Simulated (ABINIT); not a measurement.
The system is CsPbBr3.

```
CELL_PARAMETERS angstrom
5.87000 0.00000 0.00000
0.00000 5.87000 0.00000
0.00000 0.00000 5.87000
ATOMIC_POSITIONS crystal
Pb 0.50000 0.50000 0.50000
Cs 0.00000 0.00000 0.00000
Br 0.50000 0.50000 0.00000
Br 0.50000 0.00000 0.50000
Br 0.00000 0.50000 0.50000
```

Measurements of this composition are mostly on another form, of space group No. 62.

Base run:

```yaml
Program: ABINIT 10.8.3 (patched build)
Functional: PBE
Potentials_or_basis: SPMS NC PBE v1.0
Cutoff: 381 eV
k_mesh: 4 × 4 × 4
Occupations: fermi-dirac, width 0.05 eV
Spin: no spin polarisation
```

Its results: band gap on the k mesh 1.53 eV, direct.

Task: The run is repeated on the same cell with these changes: functional from PBE to PBEsol; potentials or basis from SPMS NC PBE v1.0 to PseudoDojo NC SR PBEsol v0.4.1 standard; cutoff from 381 eV to 653 eV. What comes out?

Result: Band gap on the k mesh 1.43 eV, direct.

Caveats: spin-orbit coupling is left out, which as a rule narrows the gap of such compounds by several tenths of an eV.

A k mesh can miss the band edges.
